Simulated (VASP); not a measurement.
# AlAs (F-43m) in VASP: band structure with PBEsol

Aim: the band structure of AlAs with PBEsol.

Program: VASP 6.6.1. These are calculated values, not measurements. Logs are shortened: lines on timing, memory, paths and dates and some standing lists are left out, and cuts for length are marked.

### Step 1. The structure

Symmetry: F-43m, No. 216, cubic system. The conventional cell has a = 5.682 Å, b = 5.682 Å, c = 5.682 Å, α = 90.00°, β = 90.00°, γ = 90.00°. Al (site symmetry -43m) is surrounded by 4 As at 2.46 Å. Around As (site symmetry -43m) lie 4 Al at 2.46 Å.

### Step 2. Band structure, PBEsol

Input file INCAR:

```
SYSTEM = AlAs
PREC     = Accurate       ! precision mode
ENCUT    = 520            ! plane-wave cutoff, eV
EDIFF    = 1E-6           ! SCF threshold, eV
ISMEAR   = 0              ! smearing method
SIGMA    = 0.03           ! smearing width, eV
LREAL    = .False.        ! projectors in reciprocal space
LASPH    = .True.         ! aspherical terms in the spheres
NELM     = 80             ! most SCF steps
ALGO     = Normal         ! electronic algorithm
ISIF     = 2              ! what is computed and relaxed
LWAVE    = .False.        ! write WAVECAR
LCHARG   = .False.        ! write CHGCAR
GGA      = PS             ! functional
NBANDS   = 11             ! bands
ICORELEVEL= 1
```

Input file KPOINTS:

```
regular mesh
0
Gamma
  8 8 8
  0 0 0
```

Input file POSCAR:

```
AlAs                                    
1.0
    0.0000000000      2.8408844734      2.8408844734
    2.8408844734      0.0000000000      2.8408844734
    2.8408844734      2.8408844734      0.0000000000
  Al              As            
     1     1
Direct
     0.0000000000000000    0.0000000000000000    0.0000000000000000
     0.2500000000000000    0.2500000000000000    0.2500000000000000
```

Input file KPOINTS_OPT:

```
explicit points
209
Reciprocal
 0.0000000000  0.0000000000  0.0000000000 1
 0.0263157895  0.0000000000  0.0263157895 1
 0.0526315789  0.0000000000  0.0526315789 1
 0.0789473684  0.0000000000  0.0789473684 1
 0.1052631579  0.0000000000  0.1052631579 1
 0.1315789474  0.0000000000  0.1315789474 1
[... 201 lines left out ...]
 0.4250000000  0.0000000000  0.4250000000 1
 0.4500000000  0.0000000000  0.4500000000 1
```

Potentials or basis: VASP PAW PBE potentials, release 64 (Al, As).

Command:

```sh
$ cat potpaw_PBE.64/Al/POTCAR potpaw_PBE.64/As/POTCAR > POTCAR
$ mpirun -np 1 vasp_std > vasp.out
```

OUTCAR:

```text
SYSTEM = AlAs
   PREC = Accurate
   ENCUT = 520
   EDIFF = 1E-6
   ISMEAR = 0
   LREAL = .False.
   LASPH = .True.
   NELM = 80
   ISIF = 2
   GGA = PS

 ion  position               nearest neighbor table
   1  0.000  0.000  0.000-   2 2.46   2 2.46   2 2.46   2 2.46
   2  0.250  0.250  0.250-   1 2.46   1 2.46   1 2.46   1 2.46

  LATTYP: Found a face centered cubic cell.
 ALAT       =     5.6817689468

  Lattice vectors:

 A1 = (   0.0000000000,   2.8408844734,   2.8408844734)
 A2 = (   2.8408844734,   0.0000000000,   2.8408844734)
 A3 = (   2.8408844734,   2.8408844734,   0.0000000000)

Analysis of symmetry for initial positions (statically):
=====================================================================
 Subroutine PRICEL returns:
 Original cell was already a primitive cell.

 Routine SETGRP: Setting up the symmetry group for a
 face centered cubic supercell.

 Subroutine GETGRP returns: Found 24 space group operations
 (whereof 24 operations were pure point group operations)
 out of a pool of 48 trial point group operations.

The static configuration has the point symmetry T_d .

Analysis of symmetry for dynamics (positions and initial velocities):
=====================================================================
 Subroutine PRICEL returns:
 Original cell was already a primitive cell.

 Routine SETGRP: Setting up the symmetry group for a
 face centered cubic supercell.

 Subroutine GETGRP returns: Found 24 space group operations
 (whereof 24 operations were pure point group operations)
 out of a pool of 48 trial point group operations.

The dynamic configuration has the point symmetry T_d .

 Subroutine INISYM returns: Found 24 space group operations
 (whereof 24 operations are pure point group operations),
 and found     1 'primitive' translations

----------------------------------------------------------------------------------------

                                     Primitive cell

  volume of cell :      45.8554

  direct lattice vectors                    reciprocal lattice vectors
     0.000000000  2.840884473  2.840884473    -0.176001525  0.176001525  0.176001525
     2.840884473  0.000000000  2.840884473     0.176001525 -0.176001525  0.176001525
     2.840884473  2.840884473  0.000000000     0.176001525  0.176001525 -0.176001525

  length of vectors
     4.017617351  4.017617351  4.017617351     0.304843584  0.304843584  0.304843584

  position of ions in fractional coordinates (direct lattice)
     0.000000000  0.000000000  0.000000000
     0.250000000  0.250000000  0.250000000

  ion indices of the primitive-cell ions
   primitive index   ion index
                 1           1
                 2           2

----------------------------------------------------------------------------------------

 KPOINTS: regular mesh

Automatic generation of k-mesh.
 Grid dimensions read from file:
 generate k-points for:    8    8    8

 Generating k-lattice:

  Cartesian coordinates                     Fractional coordinates (reciprocal lattice)
    -0.022000191  0.022000191  0.022000191     0.125000000  0.000000000  0.000000000
     0.022000191 -0.022000191  0.022000191     0.000000000  0.125000000  0.000000000
     0.022000191  0.022000191 -0.022000191     0.000000000  0.000000000  0.125000000

  Length of vectors
     0.038105448  0.038105448  0.038105448

  Shift w.r.t. Gamma in fractional coordinates (k-lattice)
     0.000000000  0.000000000  0.000000000

 Subroutine IBZKPT returns following result:
 ===========================================

 Found     29 irreducible k-points:

 Following reciprocal coordinates:
            Coordinates               Weight
  0.000000  0.000000  0.000000      1.000000
  0.125000  0.000000  0.000000      8.000000
  0.250000  0.000000  0.000000      8.000000
  0.375000  0.000000  0.000000      8.000000
  0.500000  0.000000  0.000000      4.000000
  0.125000  0.125000  0.000000      6.000000
[... 16 lines left out ...]
  0.500000  0.250000  0.125000     48.000000
 -0.375000  0.250000  0.125000     24.000000
 [... further k-points ...]
   k-points           NKPTS =     29   k-points in BZ     NKDIM =     29   number of bands    NBANDS=     11
   number of dos      NEDOS =    301   number of ions     NIONS =      2
   total plane-waves  NPLWV =  27000
   dimension x,y,z NGX =    30 NGY =   30 NGZ =   30
   dimension x,y,z NGXF=    60 NGYF=   60 NGZF=   60
   ions per type =               1   1
   NGX,Y,Z   is equivalent  to a cutoff of  12.41, 12.41, 12.41 a.u.
   NGXF,Y,Z  is equivalent  to a cutoff of  24.83, 24.83, 24.83 a.u.
 SYSTEM =  AlAs
   PREC   = accura    normal or accurate (medium, high low for compatibility)
   ISTART =      0    job   : 0-new  1-cont  2-samecut
   ICHARG =      2    charge: 1-file 2-atom 10-const
   ISPIN  =      1    spin polarized calculation?
   LNONCOLLINEAR =      F non collinear calculations
   LSORBIT =      F    spin-orbit coupling
   LASPH  =      T    aspherical Exc in radial PAW
   ENCUT  =  520.0 eV  38.22 Ry    6.18 a.u.   7.47  7.47  7.47*2*pi/ulx,y,z
   NELM   =     80;   NELMIN=  2; NELMDL= -5     # of ELM steps
   EDIFF  = 0.1E-05   stopping-criterion for ELM
   LREAL  =      F    real-space projection
   EDIFFG = 0.1E-04   stopping-criterion for IOM
   NSW    =      0    number of steps for IOM
   IBRION =     -1    ionic relax: 0-MD 1-quasi-New 2-CG
   NFREE  =      0    steps in history (QN), initial steepest desc. (CG)
   ISIF   =      2    stress and relaxation
   ISYM   =      2    0-nonsym 1-usesym 2-fastsym
   POTIM  = 0.5000    time-step for ionic-motion
   TEBEG  =    0.0;   TEEND  =   0.0 temperature during run
   PSTRESS=    0.0 pullay stress
   NELECT =       8.0000    total number of electrons
   NUPDOWN=      -1.0000    fix difference up-down
   EMIN   =  10.00;   EMAX   =-10.00  energy-range for DOS
   EFERMI =   0.00;   METHOD = LEGACY
   ISMEAR =     0;   SIGMA  =   0.03  broadening in eV -4-tet -1-fermi 0-gaus
   EFERMI_NEDOS =   21; number of points for ismear=-14 and -15
   IALGO  =     38    algorithm
   IMIX   =      4    mixing-type and parameters
     AMIX     =   0.40;   BMIX     =  1.00
     AMIX_MAG =   1.60;   BMIX_MAG =  1.00
  volume/ion in A,a.u.               =      22.93       154.72
  Fermi-wavevector in a.u.,A,eV,Ry     =   0.914762  1.728649 11.385202  0.836789
  Thomas-Fermi vector in A             =   2.039426
   LORBIT       =      0    0 simple, 1 ext, 2 COOP (PROOUT), +10 PAW based schemes
   GGA     = PS    functional components
   LHFCALC =     F    Hartree Fock is set to
   AEXX    =    0.0000 exact exchange contribution
   IVDW    =     0    specifies the selected vdW correction
   LEPSILON=     F    determine dielectric tensor
   LRPA    =     F    only Hartree local field effects (RPA)
 non-spin polarized calculation
 Gauss-broadening in eV      SIGMA  =   0.03
  energy-cutoff  :      520.00
  volume of cell :       45.86
 maximum number of plane-waves:      1254
 NGX is ok and might be reduce to    30
   NGX = 15   NGY = 15   NGZ = 15

 number of electron       7.9999999 magnetization

 Free energy of the ion-electron system (eV)
  ---------------------------------------------------
  ext. energy  EPLUGINS =         0.00000000
  ---------------------------------------------------
  free energy    TOTEN  =       -10.06487206 eV

  energy without entropy =      -10.06487206  energy(sigma->0) =      -10.06487206

 the core state eigenenergies are
   1-  1s  -1501.9375  2s    -99.1772  2p    -60.6352
   2-  1s -11707.2816  2s  -1475.9091  2p  -1292.7284  3s   -179.9397  3p   -123.3217
       3d    -30.3612

 E-fermi :   3.8709     XC(G=0):  -9.1530

 val. band max:        3.7084342608   @ k =   0.0000   0.0000   0.0000
 cond. band min:       5.0464158674   @ k =   0.5000   0.5000   0.0000
 fundamental gap:      1.3379816066
 Fermi energy:         3.8709118801

 k-point     1 :       0.0000    0.0000    0.0000
  band No.  band energies     occupation
      1      -8.1167      2.00000
      2       3.7084      2.00000
      3       3.7084      2.00000
      4       3.7084      2.00000
      5       5.6018      0.00000
      6       7.9525      0.00000
      7       7.9525      0.00000
      8       7.9525      0.00000
      9      12.3586      0.00000
     10      12.6768      0.00000
     11      12.6768      0.00000

 k-point     2 :       0.1250    0.0000    0.0000
  band No.  band energies     occupation
      1      -7.9654      2.00000
      2       2.2654      2.00000
      3       3.5485      2.00000
      4       3.5485      2.00000
      5       6.3801      0.00000
      6       8.2321      0.00000
      7       8.2321      0.00000
      8       8.3252      0.00000
      9      12.0541      0.00000
     10      12.0541      0.00000
     11      13.0887      0.00000

 k-point     3 :       0.2500    0.0000    0.0000
  band No.  band energies     occupation
      1      -7.5459      2.00000
      2       0.3184      2.00000
      3       3.2332      2.00000
      4       3.2332      2.00000
      5       6.2204      0.00000
      6       8.5677      0.00000
      7       8.5677      0.00000
      8      10.0230      0.00000
      9      11.9426      0.00000
     10      11.9426      0.00000
     11      12.9044      0.00000
[... 225 lines left out ...]
 k-point    20 :      -0.3750    0.3750    0.0000
  band No.  band energies     occupation
      1      -6.2044      2.00000
      2      -1.4400      2.00000
      3       0.2971      2.00000
      4       1.9168      2.00000
      5       5.8552      0.00000
      6       8.5907      0.00000
      7      11.7880      0.00000
      8      11.9011      0.00000
      9      12.3134      0.00000
     10      13.3776      0.00000
     11      18.1455      0.00000

 k-point    21 :       0.5000    0.5000    0.0000
  band No.  band energies     occupation
      1      -6.1747      2.00000
      2      -1.6963      2.00000
      3       1.5468      2.00000
      4       1.5468      2.00000
      5       5.0464      0.00000
      6       5.9248      0.00000

------------------------ aborting loop because EDIFF is reached ----------------------------------------

  FORCE on cell =-STRESS in cart. coord.  units (eV):
  Direction    XX          YY          ZZ          XY          YZ          ZX
  --------------------------------------------------------------------------------------
  -------------------------------------------------------------------------------------
  Total       -0.0001913     -0.0001913     -0.0001913      0.0000000      0.0000000      0.0000000
  in kB       -0.0066832     -0.0066832     -0.0066832      0.0000000      0.0000000      0.0000000
  external PRESSURE =      -0.0066832 kB  Pullay stress =       0.0000000 kB

 VOLUME and BASIS-vectors are now :
 -----------------------------------------------------------------------------
  energy-cutoff  :      520.00
  volume of cell :       45.86
      direct lattice vectors                 reciprocal lattice vectors
     0.000000000  2.840884473  2.840884473    -0.176001525  0.176001525  0.176001525
     2.840884473  0.000000000  2.840884473     0.176001525 -0.176001525  0.176001525
     2.840884473  2.840884473  0.000000000     0.176001525  0.176001525 -0.176001525

 POSITION                                       TOTAL-FORCE (eV/Angst)
 -----------------------------------------------------------------------------------
      0.00000      0.00000      0.00000        -0.000000      0.000000      0.000000
      1.42044      1.42044      1.42044         0.000000     -0.000000     -0.000000
 -----------------------------------------------------------------------------------
    total drift:                               -0.000000     -0.000000     -0.000000

  FREE ENERGIE OF THE ION-ELECTRON SYSTEM (eV)
  ---------------------------------------------------
  free  energy   TOTEN  =       -10.0648720580 eV

  energy  without entropy=      -10.0648720580  energy(sigma->0) =      -10.06487206
```

It took 54 s on 1 thread of Intel Xeon Platinum 8259CL at 2.50GHz (Skylake/Cascade Lake), shared host; peak memory 0.18 GiB.

What came out:

```yaml
Free_energy: -10.0649 eV
Pressure: 0.0 GPa
Band_gap_on_the_k_mesh: 1.34 eV, indirect (least direct gap 1.89 eV)
Band_gap_along_the_path: 1.34 eV, indirect (least direct gap 1.89 eV)
```

Levels at the corners of the path, in eV from the valence-band top:
```
point  band 1  band 2  band 3  band 4  band 5  band 6  band 7  band 8  band 9
    Γ  -11.83    0.00    0.00    0.00    1.89    4.24    4.24    4.24    8.65
    X   -9.88   -5.40   -2.16   -2.16    1.34    2.22   10.20   10.20   11.55
    X   -9.88   -5.40   -2.16   -2.16    1.34    2.22   10.20   10.20   11.55
    W   -9.85   -5.06   -3.17   -2.82    4.23    5.56    5.61    5.96   10.47
    W   -9.85   -5.06   -3.17   -2.82    4.23    5.56    5.61    5.96   10.47
    K   -9.91   -5.15   -3.41   -1.79    2.15    4.88    8.08    8.19    8.61
    K   -9.91   -5.15   -3.41   -1.79    2.15    4.88    8.08    8.19    8.61
    Γ  -11.83    0.00    0.00    0.00    1.89    4.24    4.24    4.24    8.65
    Γ  -11.83    0.00    0.00    0.00    1.89    4.24    4.24    4.24    8.65
    L  -10.42   -5.55   -0.82   -0.82    2.04    4.62    4.62    7.56   10.97
    L  -10.42   -5.55   -0.82   -0.82    2.04    4.62    4.62    7.56   10.97
    U   -9.91   -5.15   -3.41   -1.79    2.15    4.88    8.08    8.19    8.61
    U   -9.91   -5.15   -3.41   -1.79    2.15    4.88    8.08    8.19    8.61
    W   -9.85   -5.06   -3.17   -2.82    4.23    5.56    5.61    5.96   10.47
    W   -9.85   -5.06   -3.17   -2.82    4.23    5.56    5.61    5.96   10.47
    L  -10.42   -5.55   -0.82   -0.82    2.04    4.62    4.62    7.56   10.97
    L  -10.42   -5.55   -0.82   -0.82    2.04    4.62    4.62    7.56   10.97
    K   -9.91   -5.15   -3.41   -1.79    2.15    4.88    8.08    8.19    8.61
    U   -9.91   -5.15   -3.41   -1.79    2.15    4.88    8.08    8.19    8.61
    X   -9.88   -5.40   -2.16   -2.16    1.34    2.22   10.20   10.20   11.55
```

Core levels (eV, on the scale of the bands):
```csv
atom,levels
1 Al,"1s -1501.9, 2s -99.2, 2p -60.6"
2 As,"1s -11707.3, 2s -1475.9, 2p -1292.7, 3s -179.9, 3p -123.3, 3d -30.4"
```

Caveat: the PAW data sets were made with another functional, which shifts forces and pressure a little. Expect the measured gap to be larger: semilocal functionals such as PBEsol lack the derivative discontinuity.
